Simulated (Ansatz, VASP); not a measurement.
**Mo: VASP beside Ansatz**

INCAR

```
SYSTEM = Mo
PREC = Accurate
ENCUT = 520
EDIFF = 1E-6
ISMEAR = 0
SIGMA = 0.15
LREAL = .FALSE.
LASPH = .TRUE.
NELM = 80
ALGO = Fast
ISIF = 2
LWAVE = .FALSE.
LCHARG = .TRUE.
GGA = PS
LELF = .TRUE.
LVHAR = .TRUE.
NBANDS = 13
```

The input KPOINTS:

```
regular mesh
0
G
  24 24 24
  0 0 0
```

File POSCAR:

```
Mo
1.0
    2.8794521958      0.0000000000      0.0000000000
   -1.4397260979      2.4936787506      0.0000000000
    0.0000000000      0.0000000000      2.6166746292
Mo
1
Direct
    0.0000000000      0.0000000000      0.5000000000
```

Input for Ansatz:

```yaml
crystal:
  lattice:
    - [2.8794521958, 0.0, 0.0]
    - [-1.4397260979, 2.4936787506, 0.0]
    - [0.0, 0.0, 2.6166746292]
  atoms:
    - { symbol: Mo, position: [0.0, 0.0, 0.5] }
basis:
  ecutwfc: 420
kpoints:
  mp_grid: { grid: [24, 24, 24] }
hamiltonian:
  xc: pbesol
scf:
  occupations: { method: gaussian, width: 0.15 }
output:
  forces: true
  stress: true
  eigenvalues: true
```

Change from the starting cell: strain +0.050 along x and y, +0.050 along z, atoms carried along.

Alike in both runs: task single point; functional PBEsol; k mesh 24 × 24 × 24; occupations gaussian, width 0.15 eV; no spin polarisation.

```csv
,VASP,Ansatz
version,VASP 6.6.1,Ansatz 0.2.0
potentials or method,"VASP PAW PBE potentials, release 64 (Mo_sv)","scalar-relativistic, plane waves, PAW"
plane-wave cutoff (eV),520,420
valence electrons in the cell,14,14
```

```tsv
	VASP	Ansatz	Ansatz less VASP
gap on the k mesh at the Fermi level (eV)	none	none	-
pressure (GPa)	-24.0	-24.3	-0.32
largest component of the traceless stress (GPa)	0.80	0.89	+0.092
```

A gap of «none» marks a metal or a gap that the smearing closes. With one functional, cell and mesh, what is left measures potentials, basis and numerics.

Caveats: so large a pressure means that the cell lies far from this level's equilibrium, or that cutoff or potentials fall short (VASP); the potentials were made for another functional, which shifts forces and pressure (VASP).
